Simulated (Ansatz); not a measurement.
**Pb under changes of volume**

One of the cells (32.418 Å³/atom); the others are scaled copies at fixed shape and fractional positions:

```xyz
2
Lattice="3.0386 -1.7503 0.0000 3.0386 1.7503 0.0000 -2.1155 0.0000 6.0952" Properties=species:S:1:pos:R:3 pbc="T T T"
Pb    3.9848    0.0000    4.4269
Pb   -0.0230    0.0000    1.6683
```

This isn't the form of Pb at room conditions, which is fcc.

* Program: Ansatz 0.2.0
* Functional: PBEsol
* Potentials or basis: all-electron LAPW, scalar-relativistic
* Cutoff: 174 eV (chosen from the basis error)
* Basis error allowed: 0.001 eV/atom
* k mesh: 9 × 9 × 5
* Occupations: fermi-dirac, width 0.05 eV
* Spin: no spin polarisation

| volume (Å³/atom) | energy over the lowest point (meV/atom) | pressure (GPa) | largest force (eV/Å) |
| --- | --- | --- | --- |
| 30.473 | ? | ? | ? |
| 31.121 | 0.00 | -0.1 | 0.066 |
| 31.769 | 2.28 | -1.0 | 0.102 |
| 32.418 | 7.94 | -1.8 | 0.137 |
| 33.066 | 16.59 | -2.5 | 0.169 |
| 33.714 | 27.91 | -3.1 | 0.198 |
| 34.363 | 41.59 | -3.6 | 0.225 |

Problem. What does the run at 30.473 Å³/atom give?

Solution. Energy over the lowest point 1.53 meV/atom; pressure 0.9 GPa; largest force 0.036 eV/Å.

Worked out: A Birch-Murnaghan fit of order 3 (a polynomial in V^(-2/3)) to the other rows has its minimum at 31.05 Å³/atom, just outside them, with B0 = V·E''(V) = 46 GPa and B' = 4.8 at fixed shape and positions, which overstates the stiffness. It gives 1.53 meV/atom at 30.473 Å³/atom, against the run's 1.53, and -dE/dV = 0.9 GPa, against 0.9.

Energies are extrapolated to zero smearing.
